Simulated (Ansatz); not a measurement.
## Orbital-resolved density of states of MoS$_{2}$

```xyz
6
Lattice="3.1610 0.0000 0.0000 -1.5805 2.7375 0.0000 0.0000 0.0000 12.2950" Properties=species:S:1:pos:R:3 pbc="T T T"
Mo    0.0000    1.8250    3.0737
Mo    1.5805    0.9125    9.2212
S     0.0000    1.8250    7.7151
S     1.5805    0.9125    1.5676
S     0.0000    1.8250   10.7274
S     1.5805    0.9125    4.5799
```

Atoms are numbered in the order listed.

The cell comes from COD entry 9007660, which wasn't checked; take it as a given geometry.

Computed with DFT, PBE, all-electron LAPW, scalar-relativistic in Ansatz 0.2.0.

Numerical set-up: a Γ-centred 10×10×3 k mesh, Fermi–Dirac smearing of 0.03 eV, basis error target 1 meV/atom, no spin polarisation.

States per eV for one atom of each kind, in 0.4 eV bins named by their centres, from the valence-band top, projected on a minimal set of Löwdin-orthogonalised atomic shells; orbitals are real harmonics on the Cartesian axes, equal curves share a column, and empty bins are left out, as is all above 6.4 eV, near the top of the computed bands.

Mo1 4d:

```
# E all dz2 dxz=dyz dx2-y2=dxy
-13.5 0.23 0.00 0.06 0.05
-13.1 0.75 0.00 0.31 0.06
-12.7 0.04 0.00 0.02 0.00
-7.1 0.02 0.02 0.00 0.00
-6.7 0.37 0.13 0.01 0.11
-6.3 1.05 0.29 0.12 0.26
-5.9 0.75 0.16 0.21 0.08
-5.5 0.27 0.01 0.13 0.01
-5.1 0.56 0.13 0.08 0.13
-4.7 0.95 0.25 0.10 0.24
-4.3 1.05 0.05 0.37 0.12
-3.9 1.00 0.03 0.38 0.10
-3.5 0.64 0.07 0.16 0.12
-3.1 0.87 0.11 0.13 0.25
-2.7 0.66 0.08 0.17 0.12
-2.3 0.30 0.03 0.10 0.04
-1.9 0.42 0.19 0.03 0.09
-1.5 2.10 0.92 0.01 0.58
-1.1 0.70 0.26 0.00 0.22
-0.7 0.14 0.12 0.00 0.01
-0.3 0.06 0.06 0.00 0.00
0.9 0.29 0.22 0.00 0.03
1.3 2.24 0.67 0.03 0.75
1.7 2.12 0.48 0.22 0.60
2.1 2.14 0.50 0.30 0.52
2.5 1.11 0.05 0.35 0.18
2.9 0.99 0.01 0.43 0.07
3.3 0.56 0.00 0.28 0.00
3.7 0.95 0.00 0.47 0.00
4.1 0.52 0.00 0.26 0.00
4.5 0.06 0.00 0.03 0.00
5.7 0.01 0.00 0.00 0.00
6.1 0.03 0.00 0.00 0.01
```

S3 3p:

```
# E all pz px=py
-13.5 0.05 0.02 0.01
-13.1 0.04 0.02 0.01
-7.1 0.02 0.02 0.00
-6.7 0.45 0.13 0.16
-6.3 0.91 0.25 0.33
-5.9 0.75 0.13 0.31
-5.5 0.34 0.04 0.15
-5.1 0.62 0.31 0.16
-4.7 1.00 0.50 0.25
-4.3 0.87 0.22 0.32
-3.9 0.83 0.14 0.35
-3.5 0.54 0.09 0.23
-3.1 0.63 0.07 0.28
-2.7 0.98 0.46 0.26
-2.3 1.05 0.53 0.26
-1.9 0.58 0.34 0.12
-1.5 0.61 0.35 0.13
-1.1 0.18 0.09 0.04
-0.7 0.06 0.05 0.01
-0.3 0.02 0.02 0.00
0.9 0.04 0.01 0.02
1.3 0.43 0.10 0.17
1.7 0.58 0.07 0.26
2.1 0.74 0.16 0.29
2.5 0.43 0.13 0.15
2.9 0.41 0.11 0.15
3.3 0.29 0.05 0.12
3.7 0.48 0.13 0.18
4.1 0.22 0.13 0.05
4.5 0.02 0.02 0.00
5.7 0.02 0.01 0.01
6.1 0.03 0.01 0.01
```

Mo1 5s:

```
# E all
-13.5 0.11
-13.1 0.04
-6.7 0.06
-6.3 0.09
-5.9 0.04
-5.5 0.01
-5.1 0.05
-4.7 0.10
-4.3 0.02
-3.9 0.01
-3.5 0.01
-3.1 0.01
-2.7 0.01
-1.9 0.01
-1.5 0.03
0.9 0.01
1.3 0.03
1.7 0.05
2.1 0.04
2.5 0.01
5.3 0.02
5.7 0.16
6.1 0.22
```

S3 3s:

```
# E all
-13.5 1.11
-13.1 1.87
-12.7 0.08
-6.7 0.02
-6.3 0.03
-5.9 0.03
-5.5 0.02
-5.1 0.06
-4.7 0.12
-4.3 0.04
-3.9 0.03
-3.5 0.01
-3.1 0.01
-2.7 0.05
-2.3 0.03
-1.9 0.02
-1.5 0.03
-1.1 0.01
-0.7 0.01
1.3 0.02
1.7 0.04
2.1 0.04
2.5 0.04
2.9 0.04
3.3 0.02
3.7 0.05
4.1 0.04
4.5 0.01
5.7 0.01
6.1 0.02
```
